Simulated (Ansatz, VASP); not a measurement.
# Two plane-wave programs on MgS

The input INCAR:

```
PREC     = Accurate       # precision mode
ENCUT    = 520            # plane-wave cutoff, eV
EDIFF    = 1E-6           # SCF threshold, eV
ISMEAR   = 0              # smearing method
SIGMA    = 0.02           # smearing width, eV
LREAL    = F              # projectors in reciprocal space
LASPH    = T              # aspherical terms in the spheres
NELM     = 100            # most SCF steps
ALGO     = Normal         # electronic algorithm
ISIF     = 2              # what is computed and relaxed
LWAVE    = F              # write WAVECAR
LCHARG   = T              # write CHGCAR
GGA      = PE             # functional
LELF     = T              # ELF
LVHAR    = T            
NBANDS   = 16             # bands
```

File KPOINTS:

```
Automatic mesh
0
Gamma
  6 6 6
```

Contents of POSCAR:

```
MgS
1.0
    3.7963811565      0.0000000000      0.0000000000
    0.0000000000      3.7963811565      0.0000000000
    0.0000000000      0.0000000000      5.1499533759
Mg S
2 2
Direct
    0.0000000000      0.0000000000      0.0000000000
    0.5000000000      0.5000000000      0.5000000000
    0.5000000000      0.5000000000      0.0000000000
    0.0000000000      0.0000000000      0.5000000000
```

Input for Ansatz:

```yaml
crystal:
  lattice:
    - [3.7963811565, 0.0, 0.0]
    - [0.0, 3.7963811565, 0.0]
    - [0.0, 0.0, 5.1499533759]
  atoms:
    - { symbol: Mg, position: [0.0, 0.0, 0.0] }
    - { symbol: S, position: [0.5, 0.5, 0.0] }
    - { symbol: Mg, position: [0.5, 0.5, 0.5] }
    - { symbol: S, position: [0.0, 0.0, 0.5] }
basis:
  ecutwfc: 420
kpoints:
  mp_grid: { grid: [6, 6, 6] }
  band_path:
    path:
      - [[0.0, 0.0, 0.0], [0.5, 0.5, 0.0], [0.5, 0.5, 0.5], [0.5, 0.0, 0.5], [0.0, 0.0, 0.0], [0.0, 0.0, 1.0], [0.22829162, 0.0, 1.0]]
      - [[0.77170838, 0.0, 0.0], [0.0, 0.0, 0.0]]
      - [[0.5, 0.5, 0.0], [0.77170838, 0.22829162, 0.0]]
      - [[0.22829162, 0.22829162, 1.0], [0.0, 0.0, 1.0]]
    npoints: 10
hamiltonian:
  xc: pbe
  pseudopotentials: { kind: paw, azcp: { folder: soft_1 } }
scf:
  occupations: { method: gaussian, width: 0.02 }
  n_extra_bands: 8
output:
  forces: true
  stress: true
  eigenvalues: true
```

Alike in both runs: task single point; functional PBE; k mesh 6 × 6 × 6; occupations gaussian, width 0.02 eV; no spin polarisation.

```csv
,VASP,Ansatz
version,VASP 6.6.1,Ansatz 0.2.0
potentials or method,"VASP PAW PBE potentials, release 64 (Mg, S)","scalar-relativistic, plane waves, PAW"
plane-wave cutoff (eV),520,420
valence electrons in the cell,16,32
```

Ansatz gave:

| Item | Value |
| --- | --- |
| gap on the k mesh at the Fermi level (eV) | 2.51 |
| least direct gap on the mesh (eV) | 2.51 |
| pressure (GPa) | -2.3 |
| largest component of the traceless stress (GPa) | 2.30 |

Question: Which values does VASP return?

Answer: gap on the k mesh at the Fermi level (eV): 2.49; least direct gap on the mesh (eV): 2.49; pressure (GPa): -2.6; largest component of the traceless stress (GPa): 2.28.

The two sets of potentials don't hold the same shells in valence.

A k mesh can miss the band edges. A hybrid or GW would open this gap; PBE tends to underestimate it.
